Pressure here means minus the derivative of the crystal's energy with respect to its volume, counted positive when the cell pushes outwards. Each program computed it as the average of the three diagonal components of the stress, for the same cell of AlRu with its atoms displaced from their symmetric sites. The largest force is the pull on a displaced atom, and the energy change is what the displacement costs per atom. All five programs use the same density functional, but each has its own potentials and plane-wave basis.

Kohn–Sham DFT with PBE for AlRu in a two-atom cubic cell of edge 2.992 Å, its atoms displaced at random by about 0.05 Å and not relaxed. All runs omit spin polarisation, spin–orbit coupling and dispersion corrections, and use a 9×9×9 k mesh with Fermi–Dirac smearing of 0.05 eV. The basis column gives the plane-wave cutoff; the Ansatz pressure excludes its Pulay correction.

```csv
program,potentials,basis,pressure (GPa),largest force (eV/Å),energy change per atom (meV),pressure less the median of the rows (GPa)
Quantum ESPRESSO,SSSP 1.3 efficiency PBE,816.3 eV,2.840,0.701,15.560,-0.260
Ansatz,Ansatz PAW,420 eV,3.080,0.703,15.610,-0.020
JDFTx,PseudoDojo SR PBE 0.5 standard,1142.8 eV,3.100,0.713,15.830,0.000
ABINIT,JTH PAW PBE v2.0,408.1 eV,3.210,0.710,15.710,0.110
GPAW,GPAW PAW data sets (gpaw data 1.2.1),600 eV,3.830,0.718,15.940,0.730
```

Three sizes are worth remembering. The programs agree on force and energy to about 2.4 %, while their pressures differ by up to about 1 GPa, a third of the pressure itself. Yet that gigapascal corresponds to only about 0.005 Å in the cell edge. An explanation has to account for both the good agreement and the poor one.

### Two ways to disagree about a pressure

Near its minimum the energy is a parabola in the volume $V$, with its lowest point at $V_0$ and a curvature set by the bulk modulus $B$. Its slope gives the pressure,

$$P \approx B\,\frac{V_0-V}{V_0}.$$

Two programs given the same $V$ can therefore differ in two ways:

$$\delta P \approx P\,\frac{\delta B}{B} + B\,\frac{\delta V_0}{V_0}.$$

If they agree on the equilibrium volume and differ only in stiffness, their pressures differ by a percentage, and the difference vanishes at equilibrium. If they agree on the stiffness and differ only in the equilibrium volume, their pressures differ by a fixed amount, however small the pressure itself is. In that second limit a percentage is a poor measure of agreement, because it grows without bound as the pressure goes to zero.

### The tempting answer: a stiffer crystal

Pressure and force do rise together, with a correlation of 0.85. Quantum ESPRESSO has the lowest value of both and GPAW the highest. It is natural to conclude that some programs simply make a stiffer crystal, which then pushes harder. The energies seem to support this, since they put the programs in the same order as the forces.

That support is not independent. For a small displacement the force grows in proportion to it and the energy with its square, so both measure the same spring. Together they give a relative displacement of Al against Ru of 0.089 Å in every program. This displacement predicts a shortest contact of 2.517 Å, against 2.516 Å in the actual cell, so the spring picture is sound.

The stiffness explanation fails on size. If the pressure scaled with the force, it would spread by 0.07 GPa instead of 0.99 GPa. The spring between Al and Ru is not the bulk modulus, so this comparison assumes that the two vary by similar percentages. To rescue the explanation, however, the bulk modulus would have to differ by at least about a third between programs that agree on the spring to a few per cent.

The displaced atoms also add some pressure of their own, roughly 0.6 GPa, which grows with the energy of the displacement. Since the programs agree closely on that energy, this part is expected to add little to the spread.

### A shift of the equilibrium volume

The other limit can be checked axis by axis. The undisplaced crystal is cubic, so a program that prefers a slightly larger volume must add the same amount to the stress along all three axes. Shear stress, which is zero in the undisplaced crystal, comes only from the displaced atoms and should hardly change. The model is therefore the stress of JDFTx, the middle row in pressure, plus one equal shift along each axis, its size taken from each program's own stress.

GPAW follows this closely: its stress lies 0.73 GPa above that of JDFTx along every axis. Quantum ESPRESSO lies about 0.25 GPa below, again almost equally on all three. The largest shear component agrees to about 5 % over all programs. ABINIT is the exception, with a shift about twice as large along one axis as along the other two, so its small offset is not a pure change of preferred volume.

An equal shift does not by itself prove a change of volume. In a cubic crystal a different bulk modulus would also act alike on all three axes. What speaks against that cause is the size of the difference it would need, not the shape of the shift.

The size of the shift can be turned into a length. Taking a bulk modulus of roughly 200 GPa, a recalled value, the whole spread corresponds to

$$\frac{\delta V_0}{V_0} \approx \frac{0.99}{200} \approx 0.5\,\%.$$

The edge changes by a third of that percentage, which for an edge of about 3 Å is 0.005 Å. What looks like a serious disagreement in pressure is a very small one in size. The same formula shows why hard crystals expose it most: for a given disagreement in volume, the pressure offset grows in proportion to the bulk modulus.

The forces are spared such an offset. In the undisplaced crystal symmetry makes the force on every atom zero, whatever volume a program prefers, so the programs can differ only in how fast the force grows with the displacement. The energy change is likewise counted from each program's own undisplaced cell. No symmetry fixes the volume at which the pressure vanishes.

### Basis or potentials?

Two causes can shift the volume at which a program's computed pressure vanishes. The first is an incomplete set of plane waves. When the stress is computed with a fixed set, compressing the cell shortens the waves and so improves their resolution. This lowers the energy artificially, and the calculated pressure comes out too low. In the limit of a complete basis the error disappears.

Ansatz estimates this error for its own run, and the correction would raise its pressure by 0.07 GPa. That is enough to lift it from just below JDFTx to just above, so the order of these two has no meaning. It closes only about a tenth of the 0.75 GPa between Ansatz and GPAW. For that pair, then, the basis of Ansatz is a minor part of the difference.

The second cause is the potentials. Each set replaces the inner electrons and the region near the nucleus by its own construction, and small differences there change how closely the atoms prefer to sit. Such a change can raise or lower the pressure, and it remains when the basis is complete. It is a likely origin of GPAW's high value, since an incomplete basis in GPAW itself would be expected to lower its pressure, not raise it. This is a conclusion by elimination, however, and differences in how the programs evaluate the stress could also contribute.

For Quantum ESPRESSO the question stays open. Its low pressure has the sign of a basis error, but its potentials could produce the same equal shift. Its high cutoff does not settle the matter, because different potentials need different cutoffs. Raising the cutoff with the potentials unchanged would separate the two: a basis error would fade, and an offset due to the potentials would stay.

For practical work, a change of pressure between two volumes should be taken from one program, not pieced together from two. With the same potentials and cutoff, a constant offset largely cancels when two nearby volumes are compared. The output below gives the stress shifts axis by axis, together with the stiffness estimate. The stiffness estimate has no adjustable constant; the equal shift has one for each program, so only its equality along the axes is tested.

The analysis program printed:

```
spread of pressure over all rows, GPa; the same without GPAW, GPa: 0.99, 0.37
spread in percent of the median for pressure; force; energy: 31.94, 2.394, 2.419
correlation of pressure with force; rank correlation of pressure with cutoff: 0.8507, -0.3
spread of pressure if it scaled with the force, GPa: 0.07391
force change in percent per GPa, Quantum ESPRESSO to JDFTx; JDFTx to GPAW: 6.584, 0.9606
GPAW less Ansatz, GPa; percent of it covered by the Pulay correction of Ansatz; Ansatz with correction, GPa: 0.75, 9.187, 3.149
stress less that of JDFTx in GPa, and miss of an equal shift:
               row       xx       yy       zz  largest-axis miss xx  shear yz itself  relative displacement in angstrom
  Quantum ESPRESSO  -0.2572  -0.2521  -0.2505              0.003933          -0.6111                            0.08879
            Ansatz  -0.0182  -0.0131  -0.0116                0.0039          -0.6136                            0.08882
             JDFTx        0        0        0                     0           -0.623                            0.08881
            ABINIT   0.1583   0.0852   0.0778                0.0512          -0.6401                            0.08851
              GPAW    0.732   0.7287   0.7282              0.002367          -0.6323                             0.0888
shortest contact from the harmonic displacement, angstrom: 2.517
rough cell edge difference for the whole spread, angstrom; rough pressure due to the displacement, GPa: 0.004937, 0.6266
```
